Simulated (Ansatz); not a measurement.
Crystals of one type (P6_3/mmc): Bulk modulus and equilibrium volume per atom

Results calculated with Ansatz 0.2.0, not measured. Energy against volume at fixed shape and fractional coordinates by the named method, from the given cell, third-order Birch-Murnaghan fit where the minimum lies in the range, no spin or spin-orbit, a sheet repeats along a, b.

Settings of every row: method r2SCAN; periodic directions 3; potentials PAW; wave cutoff 500 eV; smearing width 0 eV.

Limits: cells from prototypes or lists of computed structures, which needn't be the stable phases (all rows); cells and atoms come from relaxations with r2SCAN.

Each row is one crystal in space group P6_3/mmc (No. 194) with 4 atoms in the cell and the same ratio of atoms; x is the equilibrium volume per atom, y the bulk modulus.

| row | formula | k mesh | equilibrium volume per atom (Å³) | bulk modulus (GPa) |
| --- | --- | --- | --- | --- |
| 1 | MgO | 9x9x6 | 11.003 | 137.6 |
| 2 | ZnO | 9x9x6 | 11.317 | ? |
| 3 | CaO | 6x6x4 | 16.367 | 94.3 |
| 4 | SnO | 6x6x4 | 19.110 | 81.0 |
| 5 | ZnS | 6x6x4 | 19.824 | 76.9 |
| 6 | SrO | 6x6x4 | 20.309 | 75.5 |
| 7 | PbO | 6x6x4 | 20.736 | 79.3 |
| 8 | CdS | 6x6x4 | 24.186 | 65.3 |
| 9 | PbS | 6x6x4 | 32.411 | 44.8 |
| 10 | BaS | 6x6x4 | 40.023 | 34.5 |

Question: what bulk modulus should ZnO (row 2) have?

Worked estimate. Within a structure type the bulk modulus often falls roughly as a power of the volume, so take logarithms of both. The shown rows have ln x = 2.398, 2.795, 2.950, 2.987, 3.011, 3.032, 3.186, 3.478, 3.689 and ln y = 4.924, 4.546, 4.394, 4.343, 4.324, 4.373, 4.179, 3.802, 3.541. The means are 3.058 and 4.27; the sums about them are S_xx = 1.115 and S_xy = -1.196, so the exponent is -1.07, and the standard deviation about the line is 4.5 %. Row 2 has ln x = 2.426, so ln y = 4.27 − 1.07 × (2.426 − 3.058) = 4.946 and y = 140.6 GPa.

The calculation gave 159.9 GPa. The line lies 19.3 GPa too low, about 2.9 standard deviations. The line sums up these rows, a set chosen because a line describes it; it is no law, within this structure type or beyond it.
